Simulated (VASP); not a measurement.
A run of VASP 6.6.1:

INCAR

```
SYSTEM = NaH13O7
PREC = Accurate
ENCUT = 520
EDIFF = 1E-6
ISMEAR = -1
SIGMA = 0.02
LREAL = Auto
LASPH = .TRUE.
NELM = 80
ALGO = Normal
ISIF = 2
LWAVE = .FALSE.
LCHARG = .FALSE.
GGA = PE
IVDW = 12
NBANDS = 47
```

Contents of KPOINTS:

```
regular mesh
0
G
  1 1 1
  0 0 0
```

The input POSCAR:

```
NaH13O7
1.0
    6.2692210000      0.0000000000      0.0000000000
    0.0000000000      6.2692210000      0.0000000000
    0.0000000000      0.0000000000      6.2692210000
O H Na
7 13 1
Direct
    0.7845631858      0.8699007421      0.7343177087
    0.4257626266      0.6176524962      0.5919874256
    0.2420396410      0.2723783386      0.1437818191
    0.6789360273      0.5272744413      1.0765771377
    0.0394307363      0.4464191006      0.7144428311
    0.6653936749      0.2668274097      0.6167113905
    0.5527800025      0.0397976080      0.3128299353
    0.7558195827      1.0210997507      0.6933875836
    0.6396169476      0.8144393059      0.7128158347
    0.2708949007      0.5997714868      0.6254365574
    0.5005885101      0.4956756190      0.6575936628
    0.2062457202      0.3811159313      0.2409549767
    0.3336140168      0.1699254182      0.2317831833
    0.5433051411      0.5836291303      1.0438138965
    0.6415948648      0.4231466717      1.1911368255
    0.1188823938      0.4165908332      0.8440602110
   -0.0974443236      0.3717367756      0.7094342343
    0.5969960223      0.1395867206      0.4491148103
    0.5761959899      0.2402052823      0.7343496106
    0.4649860007     -0.0731669852      0.3976889633
    0.8254933109      0.8666627002      0.1304627800
```

Potentials or basis: VASP PAW PBE potentials, release 64 (O, H, Na_pv).

Launch:

```console
$ cat potpaw_PBE.64/O/POTCAR potpaw_PBE.64/H/POTCAR potpaw_PBE.64/Na_pv/POTCAR > POTCAR
$ mpirun -np 1 vasp_gam > vasp.out
```

Hardware: 1 thread of Intel(R) Xeon(R) Platinum 8488C (Sapphire Rapids), with other jobs on the host.

Q: Estimate the wall time of this run.

A: Wall time 30 s on 1 thread of Intel(R) Xeon(R) Platinum 8488C (Sapphire Rapids), on a shared host, peak memory 0.29 GiB. Counts: scf iterations 16, k points 1.
